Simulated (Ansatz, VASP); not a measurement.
## CaSe: VASP beside Ansatz

Contents of INCAR:

```
ALGO = Normal
EDIFF = 1E-7
ENCUT = 520
GGA = PS
ISIF = 2
ISMEAR = 0
LASPH = True
LCHARG = True
LELF = True
LREAL = False
LVHAR = True
LWAVE = False
NBANDS = 15
NELM = 80
PREC = Accurate
SIGMA = 0.05
```

The input KPOINTS:

```
k-points
0
Gamma
  10 10 10
```

POSCAR

```
CaSe
1.0
    0.0000000000      2.9536981652      2.9536981652
    2.9536981652      0.0000000000      2.9536981652
    2.9536981652      2.9536981652      0.0000000000
Ca Se
1 1
Direct
    0.5000000000      0.5000000000      0.5000000000
    0.0000000000      0.0000000000      0.0000000000
```

Input for Ansatz:

```yaml
crystal:
  lattice:
    - [0.0, 2.9536981652, 2.9536981652]
    - [2.9536981652, 0.0, 2.9536981652]
    - [2.9536981652, 2.9536981652, 0.0]
  atoms:
    - { symbol: Ca, position: [0.5, 0.5, 0.5] }
    - { symbol: Se, position: [0.0, 0.0, 0.0] }
basis:
  ecutwfc: 420
  ecutrho_ratio: 4
kpoints:
  mp_grid: { grid: [10, 10, 10] }
hamiltonian:
  xc: pbesol
scf:
  occupations: { method: gaussian, width: 0.05 }
output:
  forces: true
  stress: true
  eigenvalues: true
```

Alike in both runs: task single point; functional PBEsol; k mesh 10 × 10 × 10; occupations gaussian, width 0.05 eV; no spin polarisation.

|  | VASP | Ansatz |
| --- | --- | --- |
| version | VASP 6.6.1 | Ansatz 0.2.0 |
| potentials or method | VASP PAW PBE potentials, release 64 (Ca_sv, Se) | scalar-relativistic, plane waves, PAW |
| plane-wave cutoff (eV) | 520 | 420 |
| valence electrons in the cell | 16 | 26 |

```csv
,VASP,Ansatz,Ansatz less VASP
gap on the k mesh at the Fermi level (eV),1.92,1.93,+0.013
least direct gap on the mesh (eV),2.87,2.88,+0.011
pressure (GPa),-0.8,-1.0,-0.19
```

The functional is the same, so the differences come from potentials, cutoffs and numerics. The two sets of potentials don't hold the same shells in valence.

Caveats: the PAW data sets were made with another functional, which shifts forces and pressure a little (VASP). A hybrid or GW would open this gap; PBEsol tends to underestimate it. A k mesh can miss the band edges.
